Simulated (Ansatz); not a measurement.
## Bands of Co

```xyz
1
Lattice="0.0000 1.7567 1.7567 1.7567 0.0000 1.7567 1.7567 1.7567 0.0000" Properties=species:S:1:pos:R:3 pbc="T T T"
Co    0.0000    0.0000    0.0000
```

Conventional cell: a = 3.513 Å, b = 3.513 Å, c = 3.513 Å, α = 90.00°, β = 90.00°, γ = 90.00°. Co (atom 1) is surrounded by 12 Co at 2.48 Å.

The cell is the one relaxed in the Materials Project (mp-102), not relaxed further here; entries there can be hypothetical.

The calculation used Ansatz 0.2.0, DFT, PBE, all-electron LAPW, scalar-relativistic.

Sampling and basis: a Γ-centred 18×18×18 k mesh, Fermi–Dirac smearing of 0.05 eV, basis error target 1 meV/atom, spin-polarised from start moments Co 2 μB, ending with a cell moment of 1.63 μB.

Points in fractions of the reciprocal vectors of this cell: Γ (0, 0, 0), X (0.5, 0, 0.5), U (0.625, 0.25, 0.625), K (0.375, 0.375, 0.75), L (0.5, 0.5, 0.5), W (0.5, 0.25, 0.75). The path joins them by straight lines in the order Γ–X–U–K–Γ–L–W–X; legs that retrace an earlier one aren't tabulated. Energies are in eV from the Fermi level.

Task: Is there a gap?

Result: none: bands cross the Fermi level, a metal.

Task: List the levels between -8 and 6 eV at the symmetry points.

Result: 
Γ spin-up: -2.75 (×3), -1.70 (×2)
Γ spin-down: -1.17 (×3), 0.31 (×2)
X spin-up: -5.37, -4.71, -0.90, -0.52 (×2), 2.39
X spin-down: -4.18, -3.46, 1.20, 1.32 (×2), 2.40
U spin-up: -4.61, -4.18, -2.35, -1.52, -0.81, 5.85
U spin-down: -3.31, -3.00, -1.10, 0.46, 0.99
K spin-up: -4.61, -4.18, -2.35, -1.52, -0.81, 5.85
K spin-down: -3.31, -3.00, -1.10, 0.46, 0.99
L spin-up: -5.29, -2.88 (×2), -0.78 (×2), -0.41
L spin-down: -4.39, -1.18 (×2), -0.46, 1.14 (×2)
W spin-up: -4.42, -3.43 (×2), -1.77, -0.52
W spin-down: -3.12, -2.19 (×2), 0.14, 1.32
